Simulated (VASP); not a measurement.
Runs of VASP 6.6.1 on LiF (Griceite). It takes space group Fm-3m (No. 225, cubic). The conventional cell has a = 3.973 Å, b = 3.973 Å, c = 3.973 Å, α = 90.00°, β = 90.00°, γ = 90.00°. Around Li (site symmetry m-3m) lie 6 F at 1.99 Å. Around F (site symmetry m-3m) lie 6 Li at 1.99 Å. 

```csv
task,cell,gap on the mesh (eV),pressure (GPa)
relaxation of the atoms,atoms relaxed,10.67,0.1
relaxation of the atoms,atoms relaxed from: a relaxed cell with its volume scaled by 1.06,(a),-4.2
relaxation of the atoms,atoms relaxed from: a relaxed cell with its volume scaled by 0.96,11.10,3.7
relaxation of cell and atoms,relaxed,10.67,0.0
relaxation of the atoms,atoms relaxed from: a relaxed cell with its volume scaled by 1.04,(b),-3.1
relaxation of the atoms,atoms relaxed from: a relaxed cell with its volume scaled by 0.98,10.88,1.8
relaxation of the atoms,atoms relaxed from: a relaxed cell with its volume scaled by 1.02,10.48,-1.7
relaxation of the atoms,atoms relaxed from: a relaxed cell with its volume scaled by 0.94,11.32,5.9
```

Alike in all rows: level r2SCAN; potentials or basis VASP PAW PBE potentials, release 64 (Li_sv, F); no spin polarisation; k mesh 12 × 12 × 12; cutoff (eV) 600; smearing gaussian 0.03 eV.

Task: Estimate the missing entries.

Result: (a) 10.10; (b) 10.29.

Caveats: the cutoff is under 1.25 times the usual one of these potentials, so pressure, stress and relaxed cells hold a basis-set (Pulay) error; the PAW data sets were made with another functional, which shifts forces and pressure a little; the relaxation stopped at its first step, so nothing moved (some runs).

A k mesh can miss the band edges.
